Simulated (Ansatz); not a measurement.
Geometry optimisation in Ansatz: input, command and trajectory.

```yaml
crystal:
  lattice:
    - [3.58170152, 0.0, 0.0]
    - [0.0, 3.8674755775, 0.0]
    - [0.0, 0.0, 3.8674755775]
  atoms:
    - { symbol: Sr, position: [0.5, 0.5, 0.5] }
    - { symbol: V, position: [0.0, 0.0, 0.0], spin: 0.22 }
    - { symbol: O, position: [0.5, 0.0, 0.0] }
    - { symbol: O, position: [0.0, 0.5, 0.0] }
    - { symbol: O, position: [0.0, 0.0, 0.5] }
basis:
  ecutwfc: 420
kpoints:
  mp_grid: { grid: [10, 10, 10] }
hamiltonian:
  xc: pbesol
scf:
  occupations: { method: gaussian, width: 0.1 }
output:
  forces: true
  stress: true
  eigenvalues: true
  populations: true
magnetization:
  spin_polarized: true
relax:
  adjacent_minimum: "off"
  f_tol: 0.008
  max_steps: 40
  cell: { stress_tol: 0.015, fix: [a, angles] }
```

```bash
ansatz run input.yaml --threads 1 --pin off --max-ram 2560MiB --backend cpu --events-out ev --progress --plain --runs-dir out
```

The calculation used DFT PBEsol, scalar-relativistic, plane waves, PAW in Ansatz 0.2.0.

Of 6 frames 5 are shown, positions in Å and forces in eV/Å; the SCF threshold varies from step to step. Steps run on the plane waves of an earlier cell, with a Pulay correction in the pressure. The basis is chosen afresh for the last frame, the zero of the energies, and at times for earlier ones too; energy and pressure step there, also at an unchanged geometry.

```xyz
5
Lattice="3.5817 0.0000 0.0000 0.0000 3.8675 0.0000 0.0000 0.0000 3.8675" Properties=species:S:1:pos:R:3:forces:R:3 pbc="T T T" step=1 free_energy_over_end_meV_per_atom=0.18 pressure_GPa=8.72
Sr    1.7909    1.9337    1.9337    0.0000    0.0000    0.0000
V     0.0000    0.0000    0.0000    0.0000    0.0000    0.0000
O     1.7909    0.0000    0.0000    0.0000    0.0000    0.0000
O     0.0000    1.9337    0.0000    0.0000    0.0000    0.0000
O     0.0000    0.0000    1.9337    0.0000    0.0000    0.0000
5
Lattice="3.5817 0.0000 0.0000 0.0000 3.8733 0.0000 0.0000 0.0000 3.8733" Properties=species:S:1:pos:R:3:forces:R:3 pbc="T T T" step=2 free_energy_over_end_meV_per_atom=0.19 pressure_GPa=8.07
Sr    1.7909    1.9367    1.9367    0.0000    0.0000    0.0000
V     0.0000    0.0000    0.0000    0.0000    0.0000    0.0000
O     1.7909    0.0000    0.0000    0.0000    0.0000    0.0000
O     0.0000    1.9367    0.0000    0.0000    0.0000    0.0000
O     0.0000    0.0000    1.9367    0.0000    0.0000    0.0000
5
Lattice="3.5817 0.0000 0.0000 0.0000 3.8760 0.0000 0.0000 0.0000 3.8760" Properties=species:S:1:pos:R:3:forces:R:3 pbc="T T T" step=3 free_energy_over_end_meV_per_atom=0.24 pressure_GPa=7.77
Sr    1.7909    1.9380    1.9380    0.0000    0.0000    0.0000
V     0.0000    0.0000    0.0000    0.0000    0.0000    0.0000
O     1.7909    0.0000    0.0000    0.0000    0.0000    0.0000
O     0.0000    1.9380    0.0000    0.0000    0.0000    0.0000
O     0.0000    0.0000    1.9380    0.0000    0.0000    0.0000
5
Lattice="3.5817 0.0000 0.0000 0.0000 3.8760 0.0000 0.0000 0.0000 3.8760" Properties=species:S:1:pos:R:3:forces:R:3 pbc="T T T" step=4 free_energy_over_end_meV_per_atom=0.00 pressure_GPa=7.80
Sr    1.7909    1.9380    1.9380    0.0000    0.0000    0.0000
V     0.0000    0.0000    0.0000    0.0000    0.0000    0.0000
O     1.7909    0.0000    0.0000    0.0000    0.0000    0.0000
O     0.0000    1.9380    0.0000    0.0000    0.0000    0.0000
O     0.0000    0.0000    1.9380    0.0000    0.0000    0.0000
5
Lattice="3.5817 0.0000 0.0000 0.0000 3.8764 0.0000 0.0000 0.0000 3.8764" Properties=species:S:1:pos:R:3:forces:R:3 pbc="T T T" step=6 free_energy_over_end_meV_per_atom=0.00 pressure_GPa=7.76
Sr    1.7909    1.9382    1.9382    0.0000    0.0000    0.0000
V     0.0000    0.0000    0.0000    0.0000    0.0000    0.0000
O     1.7909    0.0000    0.0000    0.0000    0.0000    0.0000
O     0.0000    1.9382    0.0000    0.0000    0.0000    0.0000
O     0.0000    0.0000    1.9382    0.0000    0.0000    0.0000
```

It took 120 s on 1 thread of Arm Neoverse V2 (shared host), peak memory 0.54 GiB.

Moments started parallel, and an antiferromagnetic order may lie lower.